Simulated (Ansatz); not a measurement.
Crystal: TiO2.

```
Ti O
1.0
     4.81270    0.00000    0.00000
     0.00000    4.87188    0.00000
    -0.86289    0.00000    4.96659
Ti O
4 8
Direct
  0.27744 0.05281 0.21315
  0.72256 0.55281 0.28685
  0.72256 0.94719 0.78685
  0.27744 0.44719 0.71315
  0.06384 0.17697 0.85156
  0.93616 0.67697 0.64844
  0.93616 0.82303 0.14844
  0.06384 0.32303 0.35156
  0.44536 0.75763 0.46677
  0.55464 0.25763 0.03323
  0.55464 0.24237 0.53323
  0.44536 0.74237 0.96677
```

The cell comes from a database or a generator and needn't be the stable form of this composition.

Base run:

```yaml
Program: Ansatz 0.2.0
Functional: PBE
Potentials_or_basis: Ansatz PAW
Cutoff: "420 eV (not typed: the program's choice for these potentials)"
k_mesh: 10 × 10 × 10
Occupations: fermi-dirac, width 0.05 eV
Spin: no spin polarisation
```

Its results: band gap on the k mesh 2.30 eV, indirect (least direct gap 2.35 eV); pressure 4.1 GPa; largest force 0.122 eV/Å.

Problem. The run is repeated on the same cell with these changes: cutoff from 420 eV (not typed: the program's choice for these potentials) to 300 eV; k mesh from 10 × 10 × 10 to 6 × 6 × 6. What comes out?

Solution. Band gap on the k mesh 2.29 eV, indirect (least direct gap 2.36 eV); pressure 3.2 GPa; largest force 0.260 eV/Å.

Caveats: the pressure holds a Pulay correction of +37.6 GPa for the finite cutoff (some runs); the cutoff lies under the one recommended for these potentials (some runs).

A k mesh can miss the band edges.
